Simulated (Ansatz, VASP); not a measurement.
This is a calculation of GaN for VASP 6.6.1.

Contents of INCAR:

```
PREC = Accurate ; ENCUT = 520
EDIFF = 1E-6 ; ISMEAR = 0
SIGMA = 0.019000000000000003 ; LREAL = F
LASPH = T ; NELM = 100
ALGO = Normal ; ISIF = 2
LWAVE = F ; LCHARG = T
GGA = PE ; LELF = T
LVHAR = T
```

The input KPOINTS:

```
Automatic mesh
0
Gamma
  10 10 5
```

File POSCAR:

```
GaN
1.0
    3.1800000000      0.0000000000      0.0000000000
   -1.5900000000      2.7539607840      0.0000000000
    0.0000000000      0.0000000000      5.1660000000
Ga N
2 2
Direct
    0.6666666667      0.3333333333      0.5000000000
    0.3333333333      0.6666666667      0.0000000000
    0.6666666667      0.3333333333      0.8750000000
    0.3333333333      0.6666666667      0.3750000000
```

Potentials or basis: VASP PAW PBE potentials, release 64 (Ga_d, N).

Command:

```sh
$ cat potpaw_PBE.64/Ga_d/POTCAR potpaw_PBE.64/N/POTCAR > POTCAR
$ mpirun -np 1 vasp_std > vasp.out
```

**Question.** Translate it to Ansatz 0.2.0. Potentials there: Ansatz PAW.

**Answer.** As run (the cutoff follows the program's own potentials):

input.yaml

```yaml
crystal:
  lattice:
    - [3.18, 0.0, 0.0]
    - [-1.59, 2.753960784, 0.0]
    - [0.0, 0.0, 5.166]
  atoms:
    - { symbol: Ga, position: [0.6666666667, 0.3333333333, 0.5] }
    - { symbol: Ga, position: [0.3333333333, 0.6666666667, 0.0] }
    - { symbol: "N", position: [0.6666666667, 0.3333333333, 0.875] }
    - { symbol: "N", position: [0.3333333333, 0.6666666667, 0.375] }
hamiltonian:
  xc: pbe
  pseudopotentials: { kind: paw }
kpoints:
  mp_grid: { grid: [10, 10, 5] }
scf:
  occupations: { method: gaussian, width: 0.019 }
output:
  forces: true
  stress: true
  eigenvalues: true
```

Potentials or basis: Ansatz PAW.

The run is started by

```bash
$ ansatz run input.yaml --threads 2 --pin off --max-ram 5632MiB --backend cpu --events-out ev --progress --plain --runs-dir out
```

Both were run:

|  | VASP | Ansatz | Ansatz less VASP |
| --- | --- | --- | --- |
| gap on the k mesh at the Fermi level (eV) | 1.97 | 1.96 | -0.008 |
| least direct gap on the mesh (eV) | 1.97 | 1.96 | -0.008 |
| pressure (GPa) | 7.3 | 7.3 | -0.02 |
| largest component of the traceless stress (GPa) | 1.45 | 1.43 | -0.013 |
| rms of the force components (eV/Å) | 0.078 | 0.079 | +0.0014 |

Atom by atom the forces differ by 0.001 eV/Å (rms over components).

Caveats: odd divisions of the mesh miss points on the zone boundary, where band edges often lie, so the gap on the mesh can be too wide (Ansatz); the pressure holds a Pulay correction of +0.5 GPa for the finite cutoff (Ansatz).
